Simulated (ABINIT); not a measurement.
Something may be wrong with this ABINIT 10.8.3 (patched build) calculation of Hf.

Contents of run.abi:

```
# Pseudopotentials
pp_dirpath "./"
pseudos "Hf.GGA_PBE-JTH.xml"

# Structure
acell 6.0408875026 6.0408875026 9.5578567931
rprim
     1.0000000000     0.0000000000     0.0000000000
    -0.5000000000     0.8660254038     0.0000000000
     0.0000000000     0.0000000000     1.0000000000
ntypat 1
znucl 72
natom 2
typat 1 1
xred
     0.6666666667     0.3333333333     0.7500000000
     0.3333333333     0.6666666667     0.2500000000

# Plane-wave basis
ecut 19.0
pawecutdg 38.0
pawxcdev 0

# k points
kptopt 1
ngkpt 10 10 5
nshiftk 1
shiftk 0.0 0.0 0.0

# Exchange and correlation
ixc -497498

# Bands and occupations
nband 16
occopt 3
tsmear 0.05 eV

# SCF cycle
nstep 75
tolvrs 1.0e-9

# Output
iomode 3
prtwf 0
prtden 0
prteig 0
prtebands 0
enunit 2

# Other
usekden 0
```

Potentials or basis: JTH PAW PBE v2.0.

Run with:

```console
$ abinit run.abi > log 2>&1
```

run.abo:

```text
.Version 10.8.3 of ABINIT
 Symmetries : space group P6_3/m m c (#194); Bravais hP (primitive hexag.)
================================================================================
 Values of the parameters that define the memory need of the present run
     intxc =       0    ionmov =       0      iscf =      17    lmnmax =      18
     lnmax =       6     mgfft =      40  mpssoang =       3    mqgrid =    3001
     natom =       2  nloc_mem =       2    nspden =       1   nspinor =       1
    nsppol =       1      nsym =      24    n1xccc =       1    ntypat =       1
    occopt =       3   xclevel =       2
       mpw =        1209          nfft =       23040          nkpt =          42
[... 43 lines left out ...]
             xred      6.6666666667E-01  3.3333333333E-01  7.5000000000E-01
                       3.3333333333E-01  6.6666666667E-01  2.5000000000E-01
            znucl       72.00000

================================================================================

 chkinp: Checking input parameters for consistency.

--- !ERROR
message: |
    The functional is a MGGA using kinetic energy density, but the kinetic energy density
    is not present. Please set "usekden 1" in the input file.
...
```

Q: How did it end, and where is the flaw?

A: The program refused the input. The input holds a flaw that was put in on purpose: meta-GGA without the kinetic energy density (ixc = -497498; usekden = 0).
